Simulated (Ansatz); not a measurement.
Runs of Ansatz 0.2.0 on Ru. The structure is hexagonal, space group P6_3/mmc (No. 194). Conventional cell: a = 2.706 Å, b = 2.706 Å, c = 4.282 Å, α = 90.00°, β = 90.00°, γ = 120.00°. Ru (site symmetry -6m2) has 12 Ru at 2.65 to 2.71 Å as nearest neighbours. 

```tsv
task	level	cell	k mesh	cutoff (eV)	pressure (GPa)	relaxed volume (Å³/atom)
band structure	PBEsol	as given	11 × 11 × 6	281	-6.2	-
elastic constants	PBEsol	as given	8 × 8 × 5	300	-6.7	-
relaxation of cell and atoms	PBEsol	relaxed	11 × 11 × 6	-	0.0	13.32
relaxation of cell and atoms	BLYP+D4	relaxed	11 × 11 × 6	-	0.0	(a)
```

Alike in all rows: potentials or basis all-electron LAPW, scalar-relativistic; no spin polarisation; smearing fermi-dirac 0.05 eV; basis error allowed 0.001 eV/atom.

Q: Estimate the missing entries.

A: (a) 13.88.

Caveats: the k mesh is thin for a metal, which can move the energy by tens of meV per atom (some runs); a metal's response needs a denser mesh (some runs); the cell is more than 3 GPa from zero pressure, which shifts response properties (some runs); elastic constants of metals need much finer meshes, so these are rough (some runs).

The runs don't all hold the same shells in valence.

Runs at the PBE level aren't shown here.
